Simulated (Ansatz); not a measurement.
Runs of Ansatz 0.2.0 on Al. It takes space group Fm-3m (No. 225, cubic). Conventional cell: a = 4.050 Å, b = 4.050 Å, c = 4.050 Å, α = 90.00°, β = 90.00°, γ = 90.00°. Al (site symmetry m-3m) has 12 Al at 2.86 Å as nearest neighbours. 

```csv
task,level,cell,cutoff (eV),points for each segment of the path,gap on the mesh (eV),pressure (GPa)
band structure,HSEsol,as given,420,4,none,(a)
single point,r2SCAN0,as given,500,-,none,-2.7
relaxation of cell and atoms,HSEsol,relaxed,420,-,none,0.0
single point,HF,as given,420,-,none,4.6
single point,r2SCAN50,as given,500,-,none,-2.7
```

Alike in all rows: potentials or basis Ansatz PAW; no spin polarisation; k mesh 6 × 6 × 6; smearing fermi-dirac 0.05 eV; the mesh is coarse, so values aren't converged.

Problem. Estimate the missing entries.

Solution. (a) -2.1.

Caveats: all runs use coarse meshes; the PAW data sets come from PBE, with cores solved anew for the run's functional, which leaves a small shift of forces and pressure; the thresholds are loose for stress (some runs); the plane-wave basis is chosen anew once the cell has moved, so the energies of steps on either side of that aren't comparable (some runs).

A gap of «none» marks a metal or a gap under the smearing width.
